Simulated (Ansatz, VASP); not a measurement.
**One calculation of Br, two programs**

Contents of INCAR:

```
PREC = Accurate
ENCUT = 520
EDIFF = 1E-7
ISMEAR = -1
SIGMA = 0.05
LREAL = False
LASPH = True
NELM = 80
ALGO = Normal
ISIF = 2
LWAVE = False
LCHARG = False
GGA = PS
NBANDS = 22
```

The input KPOINTS:

```
Automatic mesh
0
Gamma
  7 7 3
```

File POSCAR:

```
Br
1.0
    3.4292128250     -2.3681017607      0.0000000000
    3.4292128250      2.3681017607      0.0000000000
    0.0000000000      0.0000000000      8.8729766646
Br
4
Direct
    0.3651000000      0.6349000000      0.3901000000
    0.1349000000      0.8651000000      0.8901000000
    0.6349000000      0.3651000000      0.6099000000
    0.8651000000      0.1349000000      0.1099000000
```

Contents of input.yaml:

```yaml
crystal:
  lattice:
    - [3.429212825, -2.3681017607, 0.0]
    - [3.429212825, 2.3681017607, 0.0]
    - [0.0, 0.0, 8.8729766646]
  atoms:
    - { symbol: Br, position: [0.3651, 0.6349, 0.3901] }
    - { symbol: Br, position: [0.1349, 0.8651, 0.8901] }
    - { symbol: Br, position: [0.6349, 0.3651, 0.6099] }
    - { symbol: Br, position: [0.8651, 0.1349, 0.1099] }
hamiltonian:
  xc: pbesol
  pseudopotentials: { kind: paw }
kpoints:
  mp_grid: { grid: [7, 7, 3] }
scf:
  occupations: { method: fermi_dirac, width: 0.05 }
output:
  forces: true
  stress: true
  eigenvalues: true
  write_density: true
  write_potential: true
  elf: true
  volumetric_format: npy
```

Change from the starting cell: volume scaled by 1.06.

Alike in both runs: task single point; functional PBEsol; k mesh 7 × 7 × 3; occupations fermi-dirac, width 0.05 eV; no spin polarisation.

|  | VASP | Ansatz |
| --- | --- | --- |
| version | VASP 6.6.1 | Ansatz 0.2.0 |
| potentials or method | VASP PAW PBE potentials, release 64 (Br) | Ansatz PAW |
| plane-wave cutoff (eV) | 520 | 420 |
| valence electrons in the cell | 28 | 28 |

|  | VASP | Ansatz | Ansatz less VASP |
| --- | --- | --- | --- |
| gap on the k mesh at the Fermi level (eV) | 1.67 | 1.67 | -0.001 |
| least direct gap on the mesh (eV) | 1.69 | 1.69 | -0.001 |
| pressure (GPa) | -1.2 | -1.3 | -0.04 |
| largest component of the traceless stress (GPa) | 1.13 | 1.17 | +0.038 |
| rms of the force components (eV/Å) | 0.092 | 0.083 | -0.0085 |

Atom by atom the forces differ by 0.013 eV/Å (rms over components).

Caveats: the PAW data sets were made with another functional, which shifts forces and pressure a little (VASP); an odd mesh through Γ misses points on the zone boundary, where band edges often lie (VASP); odd divisions of the mesh miss points on the zone boundary, where band edges often lie, so the gap on the mesh can be too wide (Ansatz); the PAW data sets come from PBE, with cores solved anew for the run's functional, which leaves a small shift of forces and pressure (Ansatz).
